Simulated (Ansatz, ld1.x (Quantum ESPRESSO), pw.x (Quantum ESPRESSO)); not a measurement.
**Ti: does the TM potential hold in the solid?**

titanium, norm-conserving Troullier–Martins (Kleinman–Bylander form), made with ld1.x (Quantum ESPRESSO) 7.5 (PBE, scalar-relativistic). Core [Ar], reference 3d2 4s1.75 4p0.25. Waves: 4s (bound): rc 2.20 bohr; 4p (bound): rc 3.65 bohr; 3d (bound): rc 2.60 bohr. Local part: all-electron potential smoothed inside 2.50 bohr (lloc = -1). Core correction: a·sin(br)/r model core inside 1.00 bohr.

Atomic tests: cutoffs needed: 35 Ry and 45 Ry (the cutoffs (Ry, on a coarse ladder) from which the occupation-weighted sum of valence levels, in a spherical-Bessel basis at the reference potential, stays within 10 and 1 mRy of its value at 400 Ry); ghost test: no extra level below or beside the all-electron valence levels (s, p, d, f tested) (spherical-Bessel basis up to 400 Ry, 20 bohr box); largest excitation error: +73 meV (all-electron minus pseudo) for 3d1 4s2 4p1, out of 7 test configurations.

Crystal test: bcc Ti in pw.x 7.5, no spin, 14³ k-points, Fermi–Dirac smearing 0.01 Ry, cutoffs 55/220 Ry. The reference is all-electron LAPW (Ansatz 0.2.0) with the same functional, mesh and smearing; V0 and B0 come from Birch–Murnaghan fits to the pressures at five volumes. Errors are pseudo minus all-electron; Δ is the rms difference of the E(V) curves that follow from these fits, minima aligned, over ±6 % about the mean V0. Mesh and smearing are coarse, so the numbers serve the comparison and aren't converged zero-temperature values; the lattice is a test structure that the element need not adopt.

```csv
V (Å³/atom),P all-electron (GPa),P pseudo (GPa)
16.476,6.10,6.61
16.909,3.01,3.45
17.343,0.23,0.60
17.777,-2.25,-1.94
18.210,-4.47,-4.21
```

All-electron: a0 = 3.264 Å (V0 = 17.38 Å³/atom), B0 = 104.1 GPa.

Pseudopotential: mean pressure error (GPa): +0.38; a0 (Å): 3.267; a0 error (%): +0.12; B0 error (%): +1.1; Δ (meV/atom): 1.4. The largest radius (3.65 bohr) exceeds half the bond length (2.67 bohr), so the spheres overlap, which is one possible source of error among others. The logarithmic derivative shows an extra or strongly shifted pseudo pole above the reference energy (s near 0.81 Ry).

**Question.** At the middle volume, how do free energy and pressure move when the wave cutoff is lowered (ecutrho kept at four times it)?

**Answer.**

```csv
cutoff (Ry),shift of F (meV/atom),shift of P (GPa)
25,+1404.6,-53.68
33,+131.8,-8.92
44,+3.0,-0.05
```

The run at the middle volume (104 k-points, 6 iterations) took about 5.5 s on one core of a shared host (Neoverse-V2, 96 threads, 742 GiB, load 67).
